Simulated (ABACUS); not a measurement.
A run of ABACUS 3.10.1 is set up as follows.

The input run_abacus.py:

```python
"""ABACUS run from a structure file: ASE reads it, the script writes STRU, KPT and INPUT."""
import re
import subprocess
from ase.io import read
from ase.units import Bohr

atoms = read("InP.cif")
atoms = atoms[(-atoms.numbers).argsort(kind="stable")]  # ABACUS lists atoms element by element
pseudo = {'In': 'In_ONCV_PBE-1.2.upf', 'P': 'P_ONCV_PBE-1.2.upf'}
orbital = {}
magmoms = None
kmesh = [5, 5, 5]
params = {
    'suffix': 'InP',
    'calculation': 'scf',
    'basis_type': 'pw',
    'pseudo_dir': './',
    'symmetry': 1,
    'dft_functional': 'MGGA_X_MS2+GGA_C_REGTPSS',
    'ecutwfc': 82,
    'pseudo_rcut': 7,
    'nspin': 1,
    'nbands': 19,
    'ks_solver': 'dav',
    'smearing_method': 'fd',
    'smearing_sigma': 0.00367493,
    'scf_thr': 1e-08,
    'scf_nmax': 100,
    'mixing_type': 'broyden',
    'mixing_beta': 0.7,
    'cal_force': 1,
    'cal_stress': 1,
    'mixing_tau': 1,
    'out_chg': 1,
    'kpar': 4,
}

symbols = atoms.get_chemical_symbols()
elements = list(dict.fromkeys(symbols))
lines = ["ATOMIC_SPECIES"] + [f"{e} {atoms.get_masses()[symbols.index(e)]:.4f} {pseudo[e]}" for e in elements]
if orbital:
    lines += ["", "NUMERICAL_ORBITAL"] + [orbital[e] for e in elements]
lines += ["", "LATTICE_CONSTANT", f"{1 / Bohr:.10f}", "", "LATTICE_VECTORS"]
lines += [" ".join(f"{x:.10f}" for x in v) for v in atoms.cell]
lines += ["", "ATOMIC_POSITIONS", "Direct"]
for e in elements:
    lines += ["", e, "0.0", str(symbols.count(e))]
    for i, p in enumerate(atoms.get_scaled_positions(wrap=False)):
        if symbols[i] == e:
            mag = "" if magmoms is None else " mag " + " ".join(str(x) for x in (magmoms[i] if isinstance(magmoms[i], list) else [magmoms[i]]))
            lines.append(" ".join(f"{x:.10f}" for x in p) + " 1 1 1" + mag)
open("STRU", "w").write("\n".join(lines) + "\n")
open("KPT", "w").write("K_POINTS\n0\nGamma\n%d %d %d 0 0 0\n" % tuple(kmesh))
open("INPUT", "w").write("INPUT_PARAMETERS\n" + "".join(f"{k:<20s}{v}\n" for k, v in params.items()))

done = subprocess.run(['mpirun', '-np', '4', 'abacus'])
if done.returncode:
    raise SystemExit(done.returncode)
log = open("OUT.InP/running_scf.log").read()
print("final energy (eV):", re.findall(r"FINAL_ETOT_IS (\S+)", log))
```

Contents of InP.cif:

```cif
data_InP
_cell_length_a 4.14435284
_cell_length_b 4.14435284
_cell_length_c 4.14435284
_cell_angle_alpha 60.00000000
_cell_angle_beta 60.00000000
_cell_angle_gamma 60.00000000
_space_group_name_H-M_alt 'P1'
_space_group_name_Hall 'P 1'
_space_group_IT_number 1
loop_
_space_group_symop_operation_xyz
'x,y,z'
loop_
_atom_site_label
_atom_site_type_symbol
_atom_site_symmetry_multiplicity
_atom_site_Wyckoff_symbol
_atom_site_fract_x
_atom_site_fract_y
_atom_site_fract_z
_atom_site_occupancy
In1 In 1 a 0.0000000000 0.0000000000 0.0000000000 1
P1 P 1 a 0.7500000000 0.7500000000 0.7500000000 1
```

Potentials or basis: SG15 ONCV 1.2 PBE, plane waves.

Command:

```bash
$ OMP_NUM_THREADS=1 python run_abacus.py > log
```

**Question.** Estimate the pressure.

**Answer.** 33.2 GPa.

**Question.** Predict the band gap on the k mesh.

**Answer.** 1.21 eV, direct.

Caveat: a pressure of tens of GPa on the cell as given is suspect, and the run, the potentials or the cell itself is likely at fault; the potentials were made for another functional, which shifts forces and pressure; spin-orbit coupling is left out, which moves the levels of the heavy elements.

**Experimental background.**

From a printed reference work, data compilation, for a bulk crystal of InP at 1.6 K: band gap 1.4236 eV (direct).

A measured gap of InP is 1.4236 eV (direct; 1.6 K; a printed reference work, data compilation); the calculated 1.21 eV misses it by -0.21 eV. Spin-orbit coupling on In is left out. The value is that of MS2, without temperature or zero-point motion.
